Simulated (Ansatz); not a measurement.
InSe:

```
CELL_PARAMETERS angstrom
4.04733 0.00000 0.00000
-2.02366 3.50509 0.00000
0.00000 0.00000 18.05206
ATOMIC_POSITIONS crystal
In 0.33333 0.66667 0.07739
In 0.33333 0.66667 0.92261
In 0.00000 0.00000 0.42261
In 0.00000 0.00000 0.57739
Se 0.33333 0.66667 0.35298
Se 0.33333 0.66667 0.64702
Se 0.66667 0.33333 0.14700
Se 0.66667 0.33333 0.85300
```

Measurements of this composition are mostly on another form, of space group No. 160.

Base run:

| Item | Value |
| --- | --- |
| Program | Ansatz 0.2.0 |
| Functional | PBE |
| Potentials or basis | Ansatz PAW |
| Cutoff | 420 eV (not typed: the program's choice for these potentials) |
| k mesh | 8 × 8 × 2 |
| Occupations | fermi-dirac, width 0.05 eV |
| Spin | no spin polarisation |

Its results: band gap on the k mesh 0.73 eV, direct; pressure 1.4 GPa; largest force 0.239 eV/Å.

Q: The run is repeated on the same cell with these changes: functional from PBE to LDA. What comes out?

A: Band gap on the k mesh 0.50 eV, direct; pressure -2.3 GPa; largest force 0.153 eV/Å.

LDA binds more tightly than PBE, so the same cell stands under less pressure.

Caveats: spin-orbit coupling is left out, which moves the levels of the heavy elements; this functional lacks dispersion, which binds the layers, so the pressure and a relaxed spacing across them are unreliable (some runs); the PAW data sets come from PBE, with cores solved anew for the run's functional, which leaves a small shift of forces and pressure (some runs).
